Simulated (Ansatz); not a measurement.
# AlN: a single-point run

The task is a single-point run on AlN. The structure is shown as the input types it. The cell is built on a prototype (CsCl type) and needn't be the phase found in nature.

Method: density functional or hybrid calculation with the settings of its input, plane waves (as first typed), in Ansatz 0.2.0.

3 further runs of the same task are left out: 3 that didn't finish.

**1. Starting point**

The structure is cubic, space group Pm-3m (No. 221). Conventional cell: a = 2.585 Å, b = 2.585 Å, c = 2.585 Å, α = 90.00°, β = 90.00°, γ = 90.00°. Al (site symmetry m-3m) is surrounded by 8 N at 2.24 Å. N (site symmetry m-3m) is surrounded by 8 Al at 2.24 Å.

Structure file:

```cif
data_structure
_symmetry_space_group_name_H-M 'Pm-3m'
_symmetry_Int_Tables_number 221
_cell_length_a 2.5855
_cell_length_b 2.5855
_cell_length_c 2.5855
_cell_angle_alpha 90.000
_cell_angle_beta 90.000
_cell_angle_gamma 90.000
_cell_volume 17.28
loop_
_atom_site_label
_atom_site_type_symbol
_atom_site_symmetry_multiplicity
_atom_site_Wyckoff_symbol
_atom_site_fract_x
_atom_site_fract_y
_atom_site_fract_z
_atom_site_occupancy
Al1 Al 1 a 0.00000 0.00000 0.00000 1
N1 N 1 b 0.50000 0.50000 0.50000 1
```

**2. Running it**

input.yaml

```yaml
crystal:
  lattice:
    - [2.5854596286, 0.0, 0.0]
    - [0.0, 2.5854596286, 0.0]
    - [0.0, 0.0, 2.5854596286]
  atoms:
    - { symbol: Al, position: [0.0, 0.0, 0.0] }
    - { symbol: "N", position: [0.5, 0.5, 0.5] }
kpoints:
  mp_grid: { grid: [2, 4, 6] }
hamiltonian:
  xc: pbesol
scf:
  occupations: { method: fermi_dirac, width: 0.02 }
  n_extra_bands: 4
output:
  forces: true
  stress: true
  eigenvalues: true
```

Run with:

```sh
$ ansatz run input.yaml --threads 4 --pin off --max-ram 3686MiB --backend cpu --events-out ev --progress --plain --runs-dir out
```

**Question.** How will this run end, and is anything wrong with its input?

This run ends as converged, with warnings (symmetry narrowed by mesh). Its log warns: «crystal.symmetry: narrowed to the stabiliser of the k-point mesh — unitary ops 48 → 8; excluded 40 operations that carry a point of the 2×4×6 mesh (shift [0, 0 ...»

Look at the input: kpoints.mp_grid.grid is [2, 4, 6]. Unequal divisions along equivalent axes break the crystal's symmetry in the sampling.

The test: set kpoints.mp_grid.grid to [6, 6, 6].
